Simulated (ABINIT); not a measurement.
Runs of ABINIT 10.8.3 (patched build) on Al. Symmetry: P6_3/mmc, No. 194, hexagonal system. Conventional cell: a = 2.812 Å, b = 2.812 Å, c = 4.867 Å, α = 90.00°, β = 90.00°, γ = 120.00°. Al (site symmetry -6m2) has 12 Al at 2.81 to 2.93 Å as nearest neighbours. This isn't the form of Al at room conditions, which is fcc.

```csv
level,potentials or basis,cutoff (eV),cell freedom (optcell),optimiser (ionmov),force stop (Ha/bohr),fine-grid cutoff,optimiser,gap on the mesh (eV),pressure (GPa),relaxed volume (Å³/atom)
PBEsol,JTH PAW PBE v2.0,408,2,2,5e-05,816.342 eV,-,none,0.0,16.37
PBE,JTH PAW PBE v2.0,408,-,-,-,816.342 eV,LBFGS,none,-0.2,16.66
r2SCAN,JTH PAW PBE v2.0,490,2,2,5e-05,979.61 eV,-,none,0.0,(a)
PBE+D4,JTH PAW PBE v2.0,408,-,-,-,816.342 eV,LBFGS,none,0.2,(b)
PBE+D3,JTH PAW PBE v2.0,408,-,-,-,816.342 eV,LBFGS,none,0.0,16.23
PBE+D3(BJ),JTH PAW PBE v2.0,408,-,-,-,816.342 eV,LBFGS,none,0.1,15.89
LDA,JTH PAW LDA v2.0,408,2,2,5e-05,816.342 eV,-,none,0.0,15.93
```

Alike in all rows: task relaxation of cell and atoms; no spin polarisation; cell relaxed; k mesh 11 × 11 × 6; smearing fermi-dirac 0.05 eV.

**Question.** Estimate the missing entries.

**Answer.** (a) 16.14; (b) 15.92.

Caveats: pairwise dispersion overbinds metals, which lowers pressure and volume (some runs); the PAW data sets were made with another functional, which shifts forces and pressure a little (some runs).

A gap of «none» marks a metal or a gap under the smearing width.
